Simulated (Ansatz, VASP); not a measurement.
## BeS: VASP beside Ansatz

File INCAR:

```
PREC     = Accurate       # precision mode
ENCUT    = 600            # plane-wave cutoff, eV
EDIFF    = 1E-6           # SCF threshold, eV
ISMEAR   = 0              # smearing method
SIGMA    = 0.02           # smearing width, eV
LREAL    = F              # projectors in reciprocal space
LASPH    = T              # aspherical terms in the spheres
NELM     = 100            # most SCF steps
ALGO     = Fast           # electronic algorithm
ISIF     = 3              # what is computed and relaxed
LWAVE    = F              # write WAVECAR
LCHARG   = F              # write CHGCAR
GGA      = PE             # functional
IBRION   = 2              # ionic algorithm
NSW      = 100            # ionic steps
EDIFFG   = -0.01          # ionic threshold
```

File KPOINTS:

```
regular mesh
0
Gamma
  8 8 8
```

POSCAR

```
BeS
1.0
    0.0000000000      2.4351515800      2.4351515800
    2.4351515800      0.0000000000      2.4351515800
    2.4351515800      2.4351515800      0.0000000000
Be S
1 1
Direct
    0.0000000000      0.0000000000      0.0000000000
    0.7500000000      0.7500000000      0.7500000000
```

Input for Ansatz:

```yaml
crystal:
  lattice:
    - [0.0, 2.43515158, 2.43515158]
    - [2.43515158, 0.0, 2.43515158]
    - [2.43515158, 2.43515158, 0.0]
  atoms:
    - { symbol: Be, position: [0.0, 0.0, 0.0] }
    - { symbol: S, position: [0.75, 0.75, 0.75] }
basis:
  ecutwfc: 420
kpoints:
  mp_grid: { grid: [8, 8, 8] }
hamiltonian:
  xc: pbe
scf:
  occupations: { method: gaussian, width: 0.02 }
output:
  forces: true
  stress: true
  eigenvalues: true
relax:
  adjacent_minimum: "off"
  f_tol: 0.01
  max_steps: 80
  cell: { stress_tol: 0.05 }
```

Alike in both runs: task relaxation of cell and atoms; functional PBE; k mesh 8 × 8 × 8; occupations gaussian, width 0.02 eV; no spin polarisation.

|  | VASP | Ansatz |
| --- | --- | --- |
| version | VASP 6.6.1 | Ansatz 0.2.0 |
| potentials or method | VASP PAW PBE potentials, release 64 (Be, S) | scalar-relativistic, plane waves, PAW |
| plane-wave cutoff (eV) | 600 | 420 |
| valence electrons in the cell | 8 | 8 |

|  | VASP | Ansatz | Ansatz less VASP |
| --- | --- | --- | --- |
| gap on the k mesh at the Fermi level, each at its own relaxed structure (eV) | 3.15 | 3.15 | -0.004 |
| relaxed volume (Å³/atom) | 14.51 | 14.49 | -0.020 |
| relaxed cell length with the largest relative difference (Å) | 3.450 | 3.448 | -0.0016 |

A k mesh can miss the band edges.
